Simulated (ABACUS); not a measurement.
# GaP (F-43m) in ABACUS: further runs

One crystal, GaP, is run at these levels: PW91, SCAN; tasks: single point, relaxation of cell and atoms.

All numbers are computed with ABACUS 3.10.1; they aren't measurements. Logs are shortened: lines on timing, memory, paths and dates and some standing lists are left out, and cuts for length are marked.

**What was measured.**

“Stacking defects in GaP nanowires: Electronic structure and optical properties”, 2018, arxiv:1810.01194 quotes, for a bulk crystal of GaP at 10 K: band gap 2.34 eV (indirect).

The results are compared with them further down.

**1. The crystal as given**

It takes space group F-43m (No. 216, cubic). The conventional cell has a = 5.451 Å, b = 5.451 Å, c = 5.451 Å, α = 90.00°, β = 90.00°, γ = 90.00°. Ga (site symmetry -43m) is surrounded by 4 P at 2.36 Å. P (site symmetry -43m) is surrounded by 4 Ga at 2.36 Å.

**2. Single point, PW91**

INPUT

```
INPUT_PARAMETERS
suffix              GaP
calculation         scf
basis_type          pw
pseudo_dir          ./
latname             fcc
symmetry            1
dft_functional      GGA_X_PW91+GGA_C_PW91
ecutwfc             114
pseudo_rcut         10
nspin               1
nbands              23
ks_solver           dav
smearing_method     fd
smearing_sigma      0.00367493
scf_thr             1e-08
scf_nmax            100
mixing_type         broyden
mixing_beta         0.7
cal_force           1
cal_stress          1
out_chg             1
out_pot             2
out_elf             1
```

STRU

```
ATOMIC_SPECIES
Ga 69.7230 Ga.upf
P 30.9738 P.upf

LATTICE_CONSTANT
10.2999522423

ATOMIC_POSITIONS
Direct

Ga
0.0
1
0.0000000000 0.0000000000 0.0000000000 1 1 1

P
0.0
1
0.2500000000 0.2500000000 0.2500000000 1 1 1
```

KPT

```
K_POINTS
0
Gamma
6 6 6 0 0 0
```

Potentials or basis: PseudoDojo NC SR 0.5 PBE stringent, plane waves.

Started as:

```console
$ OMP_NUM_THREADS=1 mpirun -np 4 abacus > log
```

running log:

```text
ABACUS v3.10.1

               Atomic-orbital Based Ab-initio Computation at UStc

 ------------------------------------------------------------------------------------

 READING GENERAL INFORMATION
                           global_out_dir = OUT.GaP/
                           global_in_card = INPUT
                               pseudo_dir = ./
                              orbital_dir =
                                    DSIZE = 4
                                    GSIZE = 1

 READING UNITCELL INFORMATION
                                    ntype = 2
                  lattice constant (Bohr) = 10.3
              lattice constant (Angstrom) = 5.4505

 READING ATOM TYPE 1
                               atom label = Ga
                      L=0, number of zeta = 1
                      L=1, number of zeta = 1
                      L=2, number of zeta = 1
             number of atom for this type = 1

 READING ATOM TYPE 2
                               atom label = P
                      L=0, number of zeta = 1
                      L=1, number of zeta = 1
                      L=2, number of zeta = 1
             number of atom for this type = 1

                        TOTAL ATOM NUMBER = 2
DIRECT COORDINATES
    atom                   x                   y                   z     mag                  vx                  vy                  vz
taud_Ga1            0.0000000000        0.0000000000        0.0000000000  0.0000        0.0000000000        0.0000000000        0.0000000000
taud_P1            0.2500000000        0.2500000000        0.2500000000  0.0000        0.0000000000        0.0000000000        0.0000000000

                          Volume (Bohr^3) = 273.178
                             Volume (A^3) = 40.4807

 Lattice vectors: (Cartesian coordinate: in unit of a_0)
                 -0.5                  +0                +0.5
                   +0                +0.5                +0.5
                 -0.5                +0.5                  +0
 Reciprocal vectors: (Cartesian coordinate: in unit of 2 pi/a_0)
                   -1                  -1                  +1
                   +1                  +1                  +1
                   -1                  +1                  -1
 The esolver type has been set to : ksdft_pw

                PAO radial cut off (Bohr) = 10

 Read in pseudopotential file is Ga.upf
                     pseudopotential type = NC
          exchange-correlation functional = PBE
                 nonlocal core correction = 1
                        valence electrons = 21
                                     lmax = 2
                           number of zeta = 5
                     number of projectors = 6
                           L of projector = 0
                           L of projector = 0
                           L of projector = 1
                           L of projector = 1
                           L of projector = 2
                           L of projector = 2
 XC functional updated to : GGA_X_PW91+GGA_C_PW91
          exchange-correlation functional = GGA_X_PW91+GGA_C_PW91
                PAO radial cut off (Bohr) = 10

 Read in pseudopotential file is P.upf
                     pseudopotential type = NC
          exchange-correlation functional = PBE
                 nonlocal core correction = 1
                        valence electrons = 5
                                     lmax = 2
                           number of zeta = 2
                     number of projectors = 6
                           L of projector = 0
                           L of projector = 0
                           L of projector = 1
                           L of projector = 1
                           L of projector = 2
                           L of projector = 2
 XC functional updated to : GGA_X_PW91+GGA_C_PW91
          exchange-correlation functional = GGA_X_PW91+GGA_C_PW91
     initial pseudo atomic orbital number = 17

 SETUP THE ELECTRONS NUMBER
            electron number of element Ga = 21
      total electron number of element Ga = 21
             electron number of element P = 5
       total electron number of element P = 5
            AUTOSET number of electrons:  = 26
                           occupied bands = 13
                                   NBANDS = 23
                                   NLOCAL = 18

%%%%%%%%%%%%%%%%%%%%%%%%%%%%%%%%%%%%%%%%%%%%%%%%%%%%%%%%%%%%%%%%%%%%%%%%%%%%%%%%%%%%%%%%%%%%%%%%%%%%%%%%%%
 Warning: the number of valence electrons in pseudopotential > 3 for Ga: [Ar] 3d10 4s2 4p1
 Pseudopotentials with additional electrons can yield (more) accurate outcomes, but may be less efficient.
 If you're confident that your chosen pseudopotential is appropriate, you can safely ignore this warning.
%%%%%%%%%%%%%%%%%%%%%%%%%%%%%%%%%%%%%%%%%%%%%%%%%%%%%%%%%%%%%%%%%%%%%%%%%%%%%%%%%%%%%%%%%%%%%%%%%%%%%%%%%%

 SETUP THE PLANE WAVE BASIS
[... 77 lines left out ...]
                   Input type of k points = Monkhorst-Pack(Gamma)
                                   nkstot = 216
                       right hand lattice = 1
(for reciprocal lattice: )
                             BRAVAIS TYPE = 2
                     BRAVAIS LATTICE NAME = 02. Cubic I (body-centered)
                                    ibrav = 2
                       right hand lattice = 1
(for k-lattice: )
                             BRAVAIS TYPE = 2
                     BRAVAIS LATTICE NAME = 02. Cubic I (body-centered)
                                    ibrav = 2
                       right hand lattice = 1
                        ROTATION MATRICES = 48
                               nkstot_ibz = 16
K-POINTS REDUCTION ACCORDING TO SYMMETRY
     IBZ    DIRECT_X    DIRECT_Y    DIRECT_Z  WEIGHT  ibz2bz
       1  0.00000000  0.00000000  0.00000000  0.0046       0
       2  0.16666667  0.16666667  0.16666667  0.0370       1
       3  0.33333333  0.33333333  0.33333333  0.0370       2
       4  0.50000000  0.50000000  0.50000000  0.0185       3
       5  0.16666667  0.16666667  0.00000000  0.0278       7
       6  0.33333333  0.33333333  0.16666667  0.1111       8
[... 8 lines left out ...]
      15  0.50000000  0.33333333 -0.33333333  0.1111      52
      16  0.50000000  0.33333333 -0.16666667  0.0556      58

                               nkstot now = 16
[... K-POINTS DIRECT COORDINATES: 16 rows ...]

           k-point number in this process = 16
       minimum distributed K point number = 16
[... stars of the k points ...]

[... K-POINTS CARTESIAN COORDINATES: 16 rows ...]

[... K-POINTS DIRECT COORDINATES: 16 rows ...]

 SETUP PLANE WAVES FOR WAVE FUNCTIONS
     energy cutoff for wavefunc (unit:Ry) = 114
              fft grid for wave functions = [ 50, 50, 50 ]
                    number of plane waves = 6879
                         number of sticks = 475

 PARALLEL PW FOR WAVE FUNCTIONS
     PROC   COLUMNS(POT)             PW
        1            119           1721
        2            118           1718
        3            119           1720
        4            119           1720
 --------------- sum -------------------
        4            475           6879

 SETUP NONLOCAL PSEUDOPOTENTIALS IN PLANE WAVE BASIS
 Ga non-local projectors:
 projector 1 L=0
 projector 2 L=0
 projector 3 L=1
 projector 4 L=1
 projector 5 L=2
 projector 6 L=2
 P non-local projectors:
 projector 1 L=0
 projector 2 L=0
 projector 3 L=1
 projector 4 L=1
 projector 5 L=2
 projector 6 L=2
      TOTAL NUMBER OF NONLOCAL PROJECTORS = 36

 Init Non-Local PseudoPotential table :
 Init Non-Local-Pseudopotential done.

                                     npwx = 1430

 Make real space PAO into reciprocal space.
       max mesh points in Pseudopotential = 1001
     dq(describe PAO in reciprocal space) = 0.01
                                    max q = 1286

 number of pseudo atomic orbitals for Ga is 5
WARNING: norm of atomic wavefunction # 4 of atomic type Ga is 0.999997, renormalized
WARNING: norm of atomic wavefunction # 5 of atomic type Ga is 0.998668, renormalized

 number of pseudo atomic orbitals for P is 2
WARNING: norm of atomic wavefunction # 2 of atomic type P is 0.999977, renormalized

 -------------------------------------------
 SELF-CONSISTENT
 -------------------------------------------
                                 init_chg = atomic

 PW ALGORITHM --------------- ION=   1  ELEC=   1--------------------------------
 Notice: Threshold on eigenvalues was too large.
 hsover_error=0.26 > DRHO=0.075358
 Origin diag ethr = 0.01
 New diag ethr = 0.000289838

 Density error is 0.0759403998136
                          Error Threshold = 0.000289838384975
----------------------------------------------------------
     Energy           Rydberg                 eV
----------------------------------------------------------
 E_KohnSham     -510.7633132172      -6949.2913891122
 E_Harris       -513.5810700325      -6987.6289373786
 E_Fermi        0.6230617582         8.4771901180
----------------------------------------------------------
[... 63 lines left out ...]
 Density error is 1.86365780116e-09
                          Error Threshold = 8.16833938942e-11
----------------------------------------------------------
     Energy           Rydberg                 eV
----------------------------------------------------------
 E_KohnSham     -510.7795486552      -6949.5122835786
 E_KS(sigma->0) -510.7795486549      -6949.5122835756
 E_Harris       -510.7795772022      -6949.5126719811
 E_band         -60.6928564183       -825.7686751854
 E_one_elec     -463.6666879958      -6308.5089295307
 E_Hartree      232.7181426016       3166.2927673578
 E_xc           -56.0481908726       -762.5747584593
 E_Ewald        -223.7828123879      -3044.7213629403
 E_entropy(-TS) -0.0000000004        -0.0000000060
 E_descf        0.0000000000         0.0000000000
 E_exx          0.0000000000         0.0000000000
 E_Fermi        0.6586736540         8.9617148166
----------------------------------------------------------

 charge density convergence is achieved
 final etot is -6949.5122836 eV
 EFERMI = 8.9617148166 eV
The vacuum level is 10.435673904 eV

 STATE ENERGY(eV) AND OCCUPATIONS    NSPIN == 1
 1/16 kpoint (Cartesian) = 0.0000 0.0000 0.0000 (1396 pws)
       1       -135.315     0.00925926
       2       -85.9960     0.00925926
       3       -85.9960     0.00925926
       4       -85.9960     0.00925926
       5       -6.39822     0.00925926
       6       -6.39822     0.00925926
[... 140 lines left out ...]
      22        23.8352        0.00000
      23        24.9172        0.00000

[... levels at 10 further k points ...]

------------------------------------------------------------------------------------------
 TOTAL-FORCE (eV/Angstrom)
------------------------------------------------------------------------------------------
                       Ga1         0.0000000000         0.0000000000         0.0000000000
                        P1         0.0000000000         0.0000000000         0.0000000000
------------------------------------------------------------------------------------------

----------------------------------------------------------------
 TOTAL-STRESS (KBAR)
----------------------------------------------------------------
        23.5578939538        -0.0000000000        -0.0000000000
        -0.0000000000        23.5578939538         0.0000000000
         0.0000000000         0.0000000000        23.5578939538
----------------------------------------------------------------
 TOTAL-PRESSURE: 23.557894 KBAR

 --------------------------------------------
 !FINAL_ETOT_IS -6949.5122835785741700 eV
 --------------------------------------------
```

It took 9.6 s on 4 MPI ranks of Intel Xeon Platinum 8488C (Sapphire Rapids), shared host; peak memory 0.28 GiB.

Results:

| Item | Value |
| --- | --- |
| Free energy | -6949.5123 eV |
| Pressure | 2.4 GPa |
| Band gap on the k mesh | 1.64 eV, indirect (least direct gap 1.76 eV) |

Levels at points of the mesh, in eV from the valence-band top:
```
           k point  band 9  band 10  band 11  band 12  band 13  band 14  band 15  band 16  band 17  band 18
(0.00, 0.00, 0.00)  -14.47   -12.50     0.00     0.00     0.00     1.76     3.88     3.88     3.88     8.76
(0.50, 0.50, 0.50)  -14.46   -10.44    -6.65    -1.12    -1.12     1.64     4.71     4.71     8.27    10.85
(0.50, 0.50, 0.00)  -14.44    -9.53    -6.78    -2.68    -2.68     1.65     1.81    10.56    10.56    11.15
```

Caveat: the potentials were made for another functional, which shifts forces and pressure.

(Part 1 of 2 ends here.)
